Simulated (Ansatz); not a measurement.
**Te: pressure up to the limit of the methods**

One table from this session's results is given with a row withheld; the runs are named, their logs left out.

Method: DFT PBE, with the methods named in each step, in Ansatz 0.2.0.

### The system as given

The structure is hexagonal, space group P6/mmm (No. 191). Conventional cell: a = 5.541 Å, b = 5.541 Å, c = 3.275 Å, α = 90.00°, β = 90.00°, γ = 120.00°. Te (site symmetry 6/mmm) has 14 Te at 3.27 to 3.59 Å as nearest neighbours. Around Te (site symmetry -6m2) lie 11 Te at 3.20 to 3.59 Å.

Coordinates:

```xyz
3
Lattice="5.5413 0.0000 0.0000 -2.7707 4.7989 0.0000 0.0000 0.0000 3.2749" Properties=species:S:1:pos:R:3 pbc="T T T"
Te    0.0000    0.0000    0.0000
Te    0.0000    3.1993    1.6375
Te    2.7707    1.5996    1.6375
```

Whether this phase is the stable one at these pressures isn't tested.

Atoms are numbered in the order of the input: Te1, Te2, Te3.

The first run:

input.yaml

```yaml
crystal:
  lattice:
    - [5.5413086195, 0.0, 0.0]
    - [-2.7706543097, 4.7989140347, 0.0]
    - [0.0, 0.0, 3.2749167862]
  atoms:
    - { symbol: Te, position: [0.0, 0.0, 0.0] }
    - { symbol: Te, position: [0.3333333333, 0.6666666667, 0.5] }
    - { symbol: Te, position: [0.6666666667, 0.3333333333, 0.5] }
kpoints:
  mp_grid: { grid: [7, 7, 9] }
  band_path:
    path:
      - [0.0, 0.0, 0.0]
      - [0.5, 0.0, 0.0]
      - [0.3333333333, 0.3333333333, 0.0]
      - [0.0, 0.0, 0.0]
      - [0.0, 0.0, 0.5]
      - [0.5, 0.0, 0.5]
      - [0.3333333333, 0.3333333333, 0.5]
      - [0.0, 0.0, 0.5]
      - [0.5, 0.0, 0.5]
    npoints: 14
scf:
  occupations: { method: fermi_dirac, width: 0.1 }
hamiltonian:
  xc: pbe
  pseudopotentials: { kind: all_electron, lapw: { basis_error: 0.001 } }
output:
  forces: true
  stress: true
  eigenvalues: true
  populations: true
  dos: { projected: true, de: 0.2, e_range: [-14, 8] }
```

Launch:

```sh
$ ansatz run input.yaml --threads 1 --pin off --max-ram 3072MiB --backend cpu --events-out ev --progress --plain --runs-dir out
```

Among the steps run: The reference volume, LAPW; Volume scaled by 1, crystal datasets; Volume scaled by 1, norm-conserving; Volume scaled by 0.68, LAPW; Volume scaled by 0.58, LAPW; Volume scaled by 0.58, crystal datasets; Volume scaled by 0.5, LAPW; Volume scaled by 0.43, LAPW; Volume scaled by 0.43, crystal datasets; Volume scaled by 0.43, norm-conserving.

One table of the session follows, with a row left open; its other results are not shown here.

```
                         method  volume over the first  volume (Å³/atom)  pressure (GPa)
                           LAPW                      1            29.029            0.03
                           LAPW                   0.68            19.740           50.78
                           LAPW                   0.58            16.837          103.22
                           LAPW                    0.5            14.515          183.44
                           LAPW                   0.43            12.483          312.15
                            PAW                      1            29.029            0.02
                            PAW                   0.68            19.740           50.76
                            PAW                   0.58            16.837          103.22
                            PAW                    0.5            14.515          183.52
                            PAW                   0.43            12.483          312.40
               PAW (core large)                   0.43            12.483          314.54
           PAW (level accurate)                   0.58            16.837          103.20
PAW (partial_waves polarizable)                      1            29.029            0.02
               crystal datasets                      1            29.029            0.03
               crystal datasets                   0.58            16.837          103.21
               crystal datasets                   0.43            12.483          312.15
                norm-conserving                      1            29.029            0.04
                norm-conserving                   0.43                 ?               ?
```

Q: Estimate the row for norm-conserving, 0.43 from the others.

**Answer.** volume (Å³/atom): 12.483; pressure (GPa): 312.47.

To keep in mind: Warnings in the runs' records: crystal datasets made, datasets by core.
